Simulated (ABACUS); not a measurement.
# Al (Im-3m) in ABACUS: notebook

Runs on Al. Level: PBE. Tasks: single point.

Everything below comes from runs of ABACUS 3.10.1. Logs are shortened: lines on timing, memory, paths and dates and some standing lists are left out, and cuts for length are marked.

### 1 Starting point

It takes space group Im-3m (No. 229, cubic). The conventional cell has a = 3.182 Å, b = 3.182 Å, c = 3.182 Å, α = 90.00°, β = 90.00°, γ = 90.00°. Around Al (site symmetry m-3m) lie 8 Al at 2.76 Å.

This isn't the form of Al at room conditions, which is fcc.

### 2 Single point, PBE

File INPUT:

```
INPUT_PARAMETERS
suffix              Al
calculation         scf
basis_type          pw
pseudo_dir          ./
latname             bcc
symmetry            1
dft_functional      pbe
ecutwfc             60
pseudo_rcut         7
nspin               1
nbands              10
ks_solver           dav
smearing_method     fd
smearing_sigma      0.00367493
scf_thr             1e-08
scf_nmax            100
mixing_type         broyden
mixing_beta         0.7
cal_force           1
cal_stress          1
out_chg             1
out_pot             2
out_elf             1
```

File STRU:

```
ATOMIC_SPECIES
Al 26.9815 Al_ONCV_PBE-1.2.upf

LATTICE_CONSTANT
6.0139350570

ATOMIC_POSITIONS
Direct

Al
0.0
1
0.0000000000 0.0000000000 0.0000000000 1 1 1
```

File KPT:

```
K_POINTS
0
Gamma
8 8 8 0 0 0
```

Potentials or basis: SG15 ONCV 1.2 PBE, plane waves.

Run with:

```console
OMP_NUM_THREADS=1 mpirun -np 4 abacus > log
```

running log:

```text
ABACUS v3.10.1

               Atomic-orbital Based Ab-initio Computation at UStc

 ------------------------------------------------------------------------------------

 READING GENERAL INFORMATION
                           global_out_dir = OUT.Al/
                           global_in_card = INPUT
                               pseudo_dir = ./
                              orbital_dir =
                                    DSIZE = 4
                                    GSIZE = 1

 READING UNITCELL INFORMATION
                                    ntype = 1
                  lattice constant (Bohr) = 6.01394
              lattice constant (Angstrom) = 3.18244

 READING ATOM TYPE 1
                               atom label = Al
                      L=0, number of zeta = 1
                      L=1, number of zeta = 1
                      L=2, number of zeta = 1
             number of atom for this type = 1

                        TOTAL ATOM NUMBER = 1
DIRECT COORDINATES
    atom                   x                   y                   z     mag                  vx                  vy                  vz
taud_Al1            0.0000000000        0.0000000000        0.0000000000  0.0000        0.0000000000        0.0000000000        0.0000000000

                          Volume (Bohr^3) = 108.754
                             Volume (A^3) = 16.1157

 Lattice vectors: (Cartesian coordinate: in unit of a_0)
                 +0.5                +0.5                +0.5
                 -0.5                +0.5                +0.5
                 -0.5                -0.5                +0.5
 Reciprocal vectors: (Cartesian coordinate: in unit of 2 pi/a_0)
                   +1                  -0                  +1
                   -1                  +1                  -0
                   +0                  -1                  +1
 The esolver type has been set to : ksdft_pw

                PAO radial cut off (Bohr) = 7

 Read in pseudopotential file is Al_ONCV_PBE-1.2.upf
                     pseudopotential type = NC
          exchange-correlation functional = PBE
                 nonlocal core correction = 0
                        valence electrons = 11
                                     lmax = 1
                           number of zeta = 0
                     number of projectors = 4
                           L of projector = 0
                           L of projector = 0
                           L of projector = 1
                           L of projector = 1
     initial pseudo atomic orbital number = 0

 SETUP THE ELECTRONS NUMBER
            electron number of element Al = 11
      total electron number of element Al = 11
            AUTOSET number of electrons:  = 11
                           occupied bands = 6
                                   NBANDS = 10
                                   NLOCAL = 9

%%%%%%%%%%%%%%%%%%%%%%%%%%%%%%%%%%%%%%%%%%%%%%%%%%%%%%%%%%%%%%%%%%%%%%%%%%%%%%%%%%%%%%%%%%%%%%%%%%%%%%%%%%
 Warning: the number of valence electrons in pseudopotential > 3 for Al: [Ne] 3s2 3p1
 Pseudopotentials with additional electrons can yield (more) accurate outcomes, but may be less efficient.
 If you're confident that your chosen pseudopotential is appropriate, you can safely ignore this warning.
%%%%%%%%%%%%%%%%%%%%%%%%%%%%%%%%%%%%%%%%%%%%%%%%%%%%%%%%%%%%%%%%%%%%%%%%%%%%%%%%%%%%%%%%%%%%%%%%%%%%%%%%%%

 SETUP THE PLANE WAVE BASIS
 energy cutoff for charge/potential (unit:Ry) = 240
            fft grid for charge/potential = [ 25, 25, 25 ]
                        fft grid division = [ 1, 1, 1 ]
        big fft grid for charge/potential = [ 25, 25, 25 ]
                                     nbxx = 4375
                                     nrxx = 4375

 SETUP PLANE WAVES FOR CHARGE/POTENTIAL
                    number of plane waves = 6819
                         number of sticks = 483

 PARALLEL PW FOR CHARGE/POTENTIAL
     PROC   COLUMNS(POT)             PW
        1            121           1706
        2            120           1703
        3            121           1705
        4            121           1705
 --------------- sum -------------------
        4            483           6819
                            number of |g| = 102
                                  max |g| = 218
                                  min |g| = 0

----------- Double Check Mixing Parameters Begin ------------
mixing_type: broyden
mixing_beta: 0.7
mixing_gg0: 1
mixing_gg0_min: 0.1
mixing_ndim: 8
----------- Double Check Mixing Parameters End ------------

 LATTICE VECTORS: (CARTESIAN COORDINATE: IN UNIT OF A0)
                 +0.5                +0.5                +0.5
                 -0.5                +0.5                +0.5
                 -0.5                -0.5                +0.5
                       right hand lattice = 1
                                   NORM_A = 0.866025
                                   NORM_B = 0.866025
                                   NORM_C = 0.866025
                           ALPHA (DEGREE) = 70.5288
                           BETA  (DEGREE) = 109.471
                           GAMMA (DEGREE) = 70.5288

 The lattice vectors have been changed (STRU_SIMPLE.cif)

(for optimal symmetric configuration:)
                             BRAVAIS TYPE = 2
                     BRAVAIS LATTICE NAME = 02. Cubic I (body-centered)
                                    ibrav = 2
                                    IBRAV = 2
                                  BRAVAIS = BODY CENTERED CUBIC
                       LATTICE CONSTANT A = 1
Original cell was already a primitive cell.
                        ROTATION MATRICES = 48
              PURE POINT GROUP OPERATIONS = 48
                   SPACE GROUP OPERATIONS = 48
                              POINT GROUP = O_h
               POINT GROUP IN SPACE GROUP = O_h

 SETUP K-POINTS
                                    nspin = 1
                   Input type of k points = Monkhorst-Pack(Gamma)
                                   nkstot = 512
                       right hand lattice = 1
(for reciprocal lattice: )
                             BRAVAIS TYPE = 3
                     BRAVAIS LATTICE NAME = 03. Cubic F (face-centered)
                                    ibrav = 3
                       right hand lattice = 1
(for k-lattice: )
                             BRAVAIS TYPE = 3
                     BRAVAIS LATTICE NAME = 03. Cubic F (face-centered)
                                    ibrav = 3
                       right hand lattice = 1
                        ROTATION MATRICES = 48
                               nkstot_ibz = 29
K-POINTS REDUCTION ACCORDING TO SYMMETRY
     IBZ    DIRECT_X    DIRECT_Y    DIRECT_Z  WEIGHT  ibz2bz
       1  0.00000000  0.00000000  0.00000000  0.0020       0
       2  0.12500000  0.12500000  0.00000000  0.0234       1
       3  0.25000000  0.25000000  0.00000000  0.0234       2
       4  0.37500000  0.37500000  0.00000000  0.0234       3
       5  0.50000000  0.50000000  0.00000000  0.0117       4
       6  0.12500000  0.25000000  0.12500000  0.0469      10
[... 21 lines left out ...]
      28  0.50000000  0.50000000  0.37500000  0.0234     220
      29  0.50000000  0.50000000  0.50000000  0.0020     292

                               nkstot now = 29
[... K-POINTS DIRECT COORDINATES: 29 rows ...]

           k-point number in this process = 29
       minimum distributed K point number = 29
[... stars of the k points ...]

[... K-POINTS CARTESIAN COORDINATES: 29 rows ...]

[... K-POINTS DIRECT COORDINATES: 29 rows ...]

 SETUP PLANE WAVES FOR WAVE FUNCTIONS
     energy cutoff for wavefunc (unit:Ry) = 60
              fft grid for wave functions = [ 25, 25, 25 ]
                    number of plane waves = 1409
                         number of sticks = 169

 PARALLEL PW FOR WAVE FUNCTIONS
     PROC   COLUMNS(POT)             PW
        1             42            352
        2             42            352
        3             42            352
        4             43            353
 --------------- sum -------------------
        4            169           1409

 SETUP NONLOCAL PSEUDOPOTENTIALS IN PLANE WAVE BASIS
 Al non-local projectors:
 projector 1 L=0
 projector 2 L=0
 projector 3 L=1
 projector 4 L=1
      TOTAL NUMBER OF NONLOCAL PROJECTORS = 8

 Init Non-Local PseudoPotential table :
 Init Non-Local-Pseudopotential done.

                                     npwx = 227

 -------------------------------------------
 SELF-CONSISTENT
 -------------------------------------------
                                 init_chg = atomic

 PW ALGORITHM --------------- ION=   1  ELEC=   1--------------------------------
 Notice: Threshold on eigenvalues was too large.
 hsover_error=0.11 > DRHO=0.0192385
 Origin diag ethr = 0.01
 New diag ethr = 0.000174895

 Density error is 0.0163332033316
                          Error Threshold = 0.000174895031863
----------------------------------------------------------
     Energy           Rydberg                 eV
----------------------------------------------------------
 E_KohnSham     -138.3993044163      -1883.0191392976
 E_Harris       -139.6074681312      -1899.4570499384
 E_Fermi        0.8497842658         11.5619080854
----------------------------------------------------------
[... 39 lines left out ...]
 Density error is 4.32360360117e-09
                          Error Threshold = 1.59902076633e-08
----------------------------------------------------------
     Energy           Rydberg                 eV
----------------------------------------------------------
 E_KohnSham     -138.4002823639      -1883.0324449576
 E_KS(sigma->0) -138.3999819457      -1883.0283575592
 E_Harris       -138.4005096546      -1883.0355374060
 E_band         -35.6935086215       -485.6350988644
 E_one_elec     -83.7091525084       -1138.9214488655
 E_Hartree      34.1974426567        465.2800771589
 E_xc           -15.6668205834       -213.1580294775
 E_Ewald        -73.2211510925       -996.2248689766
 E_entropy(-TS) -0.0006008363        -0.0081747970
 E_descf        0.0000000000         0.0000000000
 E_exx          0.0000000000         0.0000000000
 E_Fermi        0.8399655451         11.4283175372
----------------------------------------------------------

 charge density convergence is achieved
 final etot is -1883.032445 eV
 EFERMI = 11.428317537 eV
The vacuum level is 10.257163947 eV

 STATE ENERGY(eV) AND OCCUPATIONS    NSPIN == 1
 1/29 kpoint (Cartesian) = 0.0000 0.0000 0.0000 (223 pws)
       1       -92.1452     0.00390625
       2       -53.6289     0.00390625
       3       -53.6289     0.00390625
       4       -53.6289     0.00390625
       5     -0.0234258     0.00390625
       6        24.8532        0.00000
       7        24.8532        0.00000
       8        24.8532        0.00000
       9        26.3636        0.00000
      10        26.3636        0.00000
[... 49 lines left out ...]
 6/29 kpoint (Cartesian) = -0.12500 0.12500 0.25000 (213 pws)
       1       -92.1428      0.0937500
       2       -53.6390      0.0937500
       3       -53.6317      0.0937500
       4       -53.6297      0.0937500
       5        1.34238      0.0937500
       6        18.2930    2.21801e-61
       7        18.7246    3.95387e-65
       8        21.6758        0.00000
       9        25.3344        0.00000
      10        25.5565        0.00000

[... levels at 23 further k points ...]

------------------------------------------------------------------------------------------
 TOTAL-FORCE (eV/Angstrom)
------------------------------------------------------------------------------------------
                       Al1         0.0000000000         0.0000000000         0.0000000000
------------------------------------------------------------------------------------------

----------------------------------------------------------------
 TOTAL-STRESS (KBAR)
----------------------------------------------------------------
        28.3716221597         0.0000000000         0.0000000000
         0.0000000000        28.3716221597         0.0000000000
         0.0000000000         0.0000000000        28.3716221597
----------------------------------------------------------------
 TOTAL-PRESSURE: 28.371622 KBAR

 --------------------------------------------
 !FINAL_ETOT_IS -1883.0324449576455663 eV
 --------------------------------------------
```

Wall time 0.77 s (4 MPI ranks of AMD EPYC 9R45 (Zen 5), shared host); peak memory 0.2 GiB.

Results:

```
Free energy            : -1883.0324 eV
Pressure               : 2.8 GPa
Band gap on the k mesh : none (metal or under the smearing width)
```

### 3 Single point, PBE

Changes to INPUT since step 2:

```diff
@@ -11,3 +11,3 @@
 nspin               1
-nbands              10
+nbands              6
 ks_solver           dav
@@ -21,4 +21,2 @@
 cal_stress          1
-out_chg             1
-out_pot             2
-out_elf             1
+kpar                4
```

Changes to STRU since step 2:

```diff
@@ -1,3 +1,3 @@
 ATOMIC_SPECIES
-Al 26.9815 Al_ONCV_PBE-1.2.upf
+Al 26.9815 13_Al_3_1.9_1.9_pbe_n_v1.0.upf
```

KPT is that of step 2.

Potentials or basis: SPMS ONCV 1.0 PBE, plane waves.

Run with:

```console
OMP_NUM_THREADS=1 mpirun -np 4 abacus > log
```

Wall time 0.48 s (4 MPI ranks of AMD EPYC 9R45 (Zen 5), shared host); peak memory 0.2 GiB.

The run converged. Its results:

| Property | Result |
| --- | --- |
| Free energy | -63.1132 eV |
| Pressure | 3.9 GPa |
| Band gap on the k mesh | none (metal or under the smearing width) |

Levels at points of the mesh, in eV from the Fermi level:
```csv
k point,band 1,band 2,band 3
"(0.00, 0.00, 0.00)",-11.44,13.26,13.26
"(0.50, 0.50, 0.00)",-4.56,-4.03,8.18
"(0.50, 0.50, 0.50)",1.77,1.77,1.77
```
